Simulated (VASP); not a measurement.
**Na: relaxation of the atoms with RPBE**

Slab: Na, a slab with vacuum.

```xyz
3
Lattice="3.7670 0.0000 0.0000 -1.8835 3.2623 0.0000 0.0000 0.0000 21.1540" Properties=species:S:1:pos:R:3 pbc="T T T"
Na    0.0000    2.1749    7.5000
Na    1.8835    1.0874   10.5770
Na    0.0000    2.1749   13.6540
```

The slab is cut from a database's or a generator's crystal, which needn't be the stable form of the element.

The cell isn't the ideal one: the (0 0 1) slab of Na, cut from the database cell, not relaxed.

```yaml
Program: VASP 6.6.1
Task: relaxation of the atoms
Functional: RPBE
Potentials_or_basis: VASP PAW PBE potentials, release 64 (Na_pv)
Cutoff: 520 eV
k_mesh: 8 × 8 × 1
Occupations: gaussian, width 0.05 eV
Spin: no spin polarisation
Dipole_correction: yes
Atoms_held_fixed_from_0: "[0]"
Further_INCAR_settings: ALGO = Normal; EDIFF = 1e-06; IBRION = 2; EDIFFG = -0.02; NSW = 60
```

```yaml
Band_gap_on_the_k_mesh: none (metal or under the smearing width)
```

Final structure:
```
Na
1.0
     3.76700    0.00000    0.00000
    -1.88350    3.26232    0.00000
     0.00000    0.00000   21.15400
Na
3
Direct
  0.33333 0.66667 0.35454
  0.66667 0.33333 0.50000
  0.33333 0.66667 0.64546
```

Levels at points of the mesh, in eV from the Fermi level:
| k point | band 7 | band 8 | band 9 | band 10 | band 11 | band 12 | band 13 | band 14 |
| --- | --- | --- | --- | --- | --- | --- | --- | --- |
| (0.00, 0.00, 0.00) | -24.87 | -24.86 | -24.86 | -2.87 | -2.03 | -0.68 | 0.69 | 2.05 |
| (0.50, 0.00, 0.00) | -24.89 | -24.87 | -24.87 | 0.56 | 0.73 | 1.23 | 1.75 | 2.72 |

It took 21 s on 1 thread of AMD EPYC 9R45 96-Core Processor (Zen 5), with other jobs on the host, peak memory 0.31 GiB.

Caveat: the relaxation stopped at its first step, so nothing moved.
